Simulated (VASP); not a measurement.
# Sc (I4/mmm) in VASP: a series of runs

The runs below take Sc through single point, with PBE.

All numbers are computed with VASP 6.6.1; they aren't measurements. Logs are shortened: lines on timing, memory, paths and dates and some standing lists are left out, and cuts for length are marked.

## 1. The structure

It takes space group I4/mmm (No. 139, tetragonal). Conventional cell: a = 3.608 Å, b = 3.608 Å, c = 3.879 Å, α = 90.00°, β = 90.00°, γ = 90.00°. Sc (site symmetry 4/mmm) has 12 Sc at 3.20 to 3.61 Å as nearest neighbours.

This isn't the form of Sc at room conditions, which is hcp.

## 2. Single point, PBE

INCAR

```
ALGO = Fast
EDIFF = 1E-6
ENCUT = 520
GGA = PE
ISIF = 2
ISMEAR = 0
LASPH = True
LCHARG = True
LELF = True
LREAL = False
LVHAR = True
LWAVE = False
NBANDS = 12
NELM = 100
PREC = Accurate
SIGMA = 0.15
```

KPOINTS

```
k-points
0
Gamma
  20 20 20
```

POSCAR

```
Sc
1.0
   -1.8041594370      1.8041594370      1.9395915676
    1.8041594370     -1.8041594370      1.9395915676
    1.8041594370      1.8041594370     -1.9395915676
Sc
1
Direct
    0.0000000000      0.0000000000      0.0000000000
```

Potentials or basis: VASP PAW PBE potentials, release 64 (Sc_sv).

Command:

```sh
$ cat potpaw_PBE.64/Sc_sv/POTCAR > POTCAR
$ mpirun -np 1 vasp_std > vasp.out
```

OUTCAR:

```text
EDIFF = 1E-6
   ENCUT = 520
   GGA = PE
   ISIF = 2
   ISMEAR = 0
   LASPH = True
   LREAL = False
   NELM = 100
   PREC = Accurate

 ion  position               nearest neighbor table
   1  0.000  0.000  0.000-

  LATTYP: Found a body centered tetragonal cell.
 ALAT       =     3.6083188740
 C/A-ratio  =     1.0750666088

  Lattice vectors:

 A1 = (  -1.8041594370,   1.8041594370,   1.9395915676)
 A2 = (   1.8041594370,  -1.8041594370,   1.9395915676)
 A3 = (   1.8041594370,   1.8041594370,  -1.9395915676)

Analysis of symmetry for initial positions (statically):
=====================================================================
 Subroutine PRICEL returns:
 Original cell was already a primitive cell.

 Routine SETGRP: Setting up the symmetry group for a
 body centered tetragonal supercell.

 Subroutine GETGRP returns: Found 16 space group operations
 (whereof 16 operations were pure point group operations)
 out of a pool of 16 trial point group operations.

The static configuration has the point symmetry D_4h.

Analysis of symmetry for dynamics (positions and initial velocities):
=====================================================================
 Subroutine PRICEL returns:
 Original cell was already a primitive cell.

 Routine SETGRP: Setting up the symmetry group for a
 body centered tetragonal supercell.

 Subroutine GETGRP returns: Found 16 space group operations
 (whereof 16 operations were pure point group operations)
 out of a pool of 16 trial point group operations.

The dynamic configuration has the point symmetry D_4h.

 Subroutine INISYM returns: Found 16 space group operations
 (whereof 16 operations are pure point group operations),
 and found     1 'primitive' translations

----------------------------------------------------------------------------------------

                                     Primitive cell

  volume of cell :      25.2534

  direct lattice vectors                    reciprocal lattice vectors
    -1.804159437  1.804159437  1.939591568     0.000000000  0.277137369  0.257786231
     1.804159437 -1.804159437  1.939591568     0.277137369  0.000000000  0.257786231
     1.804159437  1.804159437 -1.939591568     0.277137369  0.277137369  0.000000000

  length of vectors
     3.204995787  3.204995787  3.204995787     0.378495525  0.378495525  0.391931426

  position of ions in fractional coordinates (direct lattice)
     0.000000000  0.000000000  0.000000000

  ion indices of the primitive-cell ions
   primitive index   ion index
                 1           1

[... 78 lines left out ...]
   ISYM   =      2    0-nonsym 1-usesym 2-fastsym
   POTIM  = 0.5000    time-step for ionic-motion
   TEBEG  =    0.0;   TEEND  =   0.0 temperature during run
   PSTRESS=    0.0 pullay stress
   NELECT =      11.0000    total number of electrons
   NUPDOWN=      -1.0000    fix difference up-down
   EMIN   =  10.00;   EMAX   =-10.00  energy-range for DOS
   EFERMI =   0.00;   METHOD = LEGACY
   ISMEAR =     0;   SIGMA  =   0.15  broadening in eV -4-tet -1-fermi 0-gaus
   EFERMI_NEDOS =   21; number of points for ismear=-14 and -15
   IALGO  =     68    algorithm
   IMIX   =      4    mixing-type and parameters
     AMIX     =   0.40;   BMIX     =  1.00
     AMIX_MAG =   1.60;   BMIX_MAG =  1.00
  volume/ion in A,a.u.               =      25.25       170.42
  Fermi-wavevector in a.u.,A,eV,Ry     =   1.240983  2.345117 20.953486  1.540038
  Thomas-Fermi vector in A             =   2.375400
   LORBIT       =      0    0 simple, 1 ext, 2 COOP (PROOUT), +10 PAW based schemes
   GGA     = PE    functional components
   LHFCALC =     F    Hartree Fock is set to
   AEXX    =    0.0000 exact exchange contribution
   IVDW    =     0    specifies the selected vdW correction
   LEPSILON=     F    determine dielectric tensor
   LRPA    =     F    only Hartree local field effects (RPA)
 non-spin polarized calculation
 RMM-DIIS sequential band-by-band and
 Gauss-broadening in eV      SIGMA  =   0.15
  energy-cutoff  :      520.00
  volume of cell :       25.25
 maximum number of plane-waves:       708
   NGX = 11   NGY = 11   NGZ = 11

 number of electron      10.9999997 magnetization

 Free energy of the ion-electron system (eV)
  ---------------------------------------------------
  ext. energy  EPLUGINS =         0.00000000
  ---------------------------------------------------
  free energy    TOTEN  =        -6.16102476 eV

  energy without entropy =       -6.13064799  energy(sigma->0) =       -6.14583638

 E-fermi :   3.6429     XC(G=0):  -9.7846

 val. band max:        3.6419199997   @ k =   0.5000   0.1500   0.0500
 cond. band min:       3.6455103452   @ k =   0.4000   0.1500   0.0500
 fundamental gap:      0.0035903455
 Fermi energy:         3.6428823667

 k-point     1 :       0.0000    0.0000    0.0000
  band No.  band energies     occupation
      1     -45.9892      2.00000
      2     -24.4159      2.00000
      3     -24.4088      2.00000
      4     -24.4088      2.00000
      5      -1.5388      2.00000
      6       4.9642      0.00000
      7       4.9642      0.00000
      8       5.3621      0.00000
      9       6.1872      0.00000
     10       6.6373      0.00000
     11      16.9839      0.00000
     12      17.9363      0.00000
[... 331 lines left out ...]
 k-point    24 :      -0.3500    0.0500   -0.0000
  band No.  band energies     occupation
      1     -45.9477      2.00000
      2     -24.6804      2.00000
      3     -24.4887      2.00000
      4     -24.4165      2.00000
      5       0.8098      2.00000
      6       4.0708      0.00005
      7       4.3654      0.00000
      8       6.0876      0.00000
      9       6.6800      0.00000
     10       6.8319      0.00000
     11      12.4223      0.00000
     12      15.2904      0.00000

 [... further k-points ...]
[... 5 lines left out ...]
  --------------------------------------------------------------------------------------
  -------------------------------------------------------------------------------------
  Total       -0.1786073     -0.1786073     -0.0292467      0.0000000     -0.0000000     -0.0000000
  in kB      -11.3315625    -11.3315625     -1.8555285      0.0000000     -0.0000000     -0.0000000
  external PRESSURE =      -8.1728845 kB  Pullay stress =       0.0000000 kB

 VOLUME and BASIS-vectors are now :
 -----------------------------------------------------------------------------
  energy-cutoff  :      520.00
  volume of cell :       25.25
      direct lattice vectors                 reciprocal lattice vectors
    -1.804159437  1.804159437  1.939591568     0.000000000  0.277137369  0.257786231
     1.804159437 -1.804159437  1.939591568     0.277137369  0.000000000  0.257786231
     1.804159437  1.804159437 -1.939591568     0.277137369  0.277137369  0.000000000

 POSITION                                       TOTAL-FORCE (eV/Angst)
 -----------------------------------------------------------------------------------
      0.00000      0.00000      0.00000         0.000000      0.000000     -0.000000
 -----------------------------------------------------------------------------------
    total drift:                                0.000000      0.000000     -0.000000

  FREE ENERGIE OF THE ION-ELECTRON SYSTEM (eV)
  ---------------------------------------------------
  free  energy   TOTEN  =        -6.1610247602 eV

  energy  without entropy=       -6.1306479936  energy(sigma->0) =       -6.14583638
```

stdout:

```text
POSCAR found type information on POSCAR Sc
 POSCAR found :  1 types and       1 ions
 scaLAPACK will be used
 LDA part: xc-table for (Slater+PW92), standard interpolation
 POSCAR, INCAR and KPOINTS ok, starting setup
 FFT: planning ... GRIDC
 FFT: planning ... GRID_SOFT
 FFT: planning ... GRID
 WAVECAR not read
 entering main loop
```

Run time: 90 s. Hardware: 1 thread of Intel Xeon Platinum 8488C (Sapphire Rapids), shared host; peak memory 0.29 GiB.

Results:

```yaml
Free_energy: -6.1610 eV
Pressure: -0.8 GPa
Band_gap_on_the_k_mesh: none (metal or under the smearing width)
```

Levels at points of the mesh, in eV from the Fermi level:
| k point | band 2 | band 3 | band 4 | band 5 | band 6 | band 7 | band 8 | band 9 |
| --- | --- | --- | --- | --- | --- | --- | --- | --- |
| (0.00, 0.00, 0.00) | -28.06 | -28.05 | -28.05 | -5.18 | 1.32 | 1.32 | 1.72 | 2.54 |
| (0.50, 0.00, 0.00) | -28.42 | -28.16 | -28.05 | -1.76 | 0.30 | 0.48 | 2.50 | 3.13 |
| (0.50, 0.50, 0.00) | -28.41 | -28.19 | -28.07 | -1.69 | -0.02 | 0.66 | 3.07 | 3.23 |
| (0.50, 0.50, 0.50) | -28.35 | -28.29 | -28.29 | -1.24 | -1.07 | 3.71 | 3.80 | 3.80 |

## 3. Single point, PBE

INCAR

```
SYSTEM = Sc
  ALGO = Fast
  EDIFF = 1E-7
  ENCUT = 520
  GGA = PE
  ISIF = 2
  ISMEAR = 0
  LASPH = .True.
  LCHARG = .False.
  LREAL = .False.
  LWAVE = .False.
  NBANDS = 12
  NELM = 100
  PREC = Accurate
  SIGMA = 0.15
```

KPOINTS

```
k-points
0
Gamma
  20 20 20
  0 0 0
```

POSCAR

```
Sc
1.0
   -2.0239309317      2.0239309317      1.5412345656
    2.0239309317     -2.0239309317      1.5412345656
    2.0239309317      2.0239309317     -1.5412345656
Sc
1
Direct
    0.0000000000      0.0000000000      0.0000000000
```

Potentials or basis: VASP PAW PBE potentials, release 64 (Sc_sv).

Command:

```sh
$ cat potpaw_PBE.64/Sc_sv/POTCAR > POTCAR
$ mpirun -np 1 vasp_std > vasp.out
```

Wall time 88 s (1 thread of Intel Xeon Platinum 8488C (Sapphire Rapids), shared host); peak memory 0.29 GiB.

It converged, with:

```yaml
Free_energy: -6.0736 eV
Pressure: -0.3 GPa
Band_gap_on_the_k_mesh: none (metal or under the smearing width)
```

Stress tensor (GPa, compression positive):
```
-3.51  0.00  0.00
 0.00 -3.51  0.00
 0.00  0.00  6.13
```

Levels at points of the mesh, in eV from the Fermi level:
```tsv
k point	band 1	band 2	band 3	band 4	band 5	band 6	band 7	band 8	band 9	band 10
(0.00, 0.00, 0.00)	-49.54	-27.99	-27.99	-27.88	-5.12	0.54	1.51	2.39	2.39	3.47
(0.50, 0.00, 0.00)	-49.46	-28.37	-28.09	-28.04	-1.53	-0.14	1.20	2.68	3.87	4.05
(0.50, 0.50, 0.00)	-49.50	-28.33	-27.97	-27.94	-1.95	-0.34	1.49	1.89	2.65	4.03
(0.50, 0.50, 0.50)	-49.46	-28.27	-28.27	-28.01	-1.33	-0.95	3.85	3.85	4.06	4.17
```

## 4. Single point, PBE

INCAR

```
SYSTEM = Sc
PREC = Accurate
ENCUT = 520
EDIFF = 1E-6
ISMEAR = 0
SIGMA = 0.15
LREAL = .FALSE.
LASPH = .TRUE.
NELM = 100
ALGO = Fast
ISIF = 2
LWAVE = .FALSE.
LCHARG = .TRUE.
GGA = PE
LELF = .TRUE.
LVHAR = .TRUE.
NBANDS = 12
```

KPOINTS

```
regular mesh
0
G
  20 20 20
  0 0 0
```

POSCAR

```
Sc
1.0
   -1.8572531401      1.8572531401      1.8302815987
    1.8572531401     -1.8572531401      1.8302815987
    1.8572531401      1.8572531401     -1.8302815987
Sc
1
Direct
    0.0000000000      0.0000000000      0.0000000000
```

Command:

```sh
$ cat potpaw_PBE.64/Sc_sv/POTCAR > POTCAR
$ mpirun -np 1 vasp_std > vasp.out
```

Wall time 89 s (1 thread of Intel Xeon Platinum 8488C (Sapphire Rapids), shared host); peak memory 0.28 GiB.

The run converged. Its results:

```yaml
Free_energy: -6.1586 eV
Pressure: -0.7 GPa
Band_gap_on_the_k_mesh: none (metal or under the smearing width)
```

Levels at points of the mesh, in eV from the Fermi level:
| k point | band 3 | band 4 | band 5 | band 6 | band 7 | band 8 |
| --- | --- | --- | --- | --- | --- | --- |
| (0.00, 0.00, 0.00) | -28.08 | -28.07 | -5.19 | 1.36 | 1.45 | 1.45 |
| (0.50, 0.00, 0.00) | -28.20 | -28.08 | -1.74 | 0.25 | 0.43 | 2.77 |
| (0.50, 0.50, 0.00) | -28.19 | -28.08 | -1.75 | 0.35 | 0.36 | 2.68 |
| (0.50, 0.50, 0.50) | -28.33 | -28.32 | -1.19 | -1.15 | 3.74 | 3.74 |
